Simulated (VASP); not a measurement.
Crystal: BaO.

```
CELL_PARAMETERS angstrom
0.00000 2.79039 2.79039
2.79039 0.00000 2.79039
2.79039 2.79039 0.00000
ATOMIC_POSITIONS crystal
Ba 0.00000 0.00000 0.00000
O 0.50000 0.50000 0.50000
```

The cell is a database's computed one.

* Program: VASP 6.6.1
* Task: relaxation of cell and atoms
* Functional: PBEsol
* Potentials or basis: VASP PAW PBE potentials, release 64 (Ba_sv, O_s)
* Cutoff: 480 eV
* k mesh: 8 × 8 × 8
* Occupations: gaussian, width 0.02 eV
* Spin: no spin polarisation

At the start: pressure -1.9 GPa; volume 21.73 Å³/atom.

Question: Where does the relaxation end?

Answer: Over 3 steps the energy falls by 3.4 meV/atom and the volume is 21.17 Å³/atom (-2.6 %); space group Fm-3m (No. 225, to 0.05 Å).

The path:
| step | energy change (eV) | largest force (eV/Å) | pressure (GPa) | volume (Å³) |
| --- | --- | --- | --- | --- |
| 1 | 0.0000 | 0.0000 | -1.89 | 43.45 |
| 2 | -0.0054 | 0.0000 | 0.90 | 41.86 |
| 3 | -0.0068 | 0.0000 | 0.00 | 42.34 |

Final structure:
```
Ba O
1.0
     0.00000    2.76627    2.76627
     2.76627    0.00000    2.76627
     2.76627    2.76627    0.00000
Ba O
1 1
Direct
  0.00000 0.00000 0.00000
  0.50000 0.50000 0.50000
```

Caveat: the PAW data sets were made with another functional, which shifts forces and pressure a little.
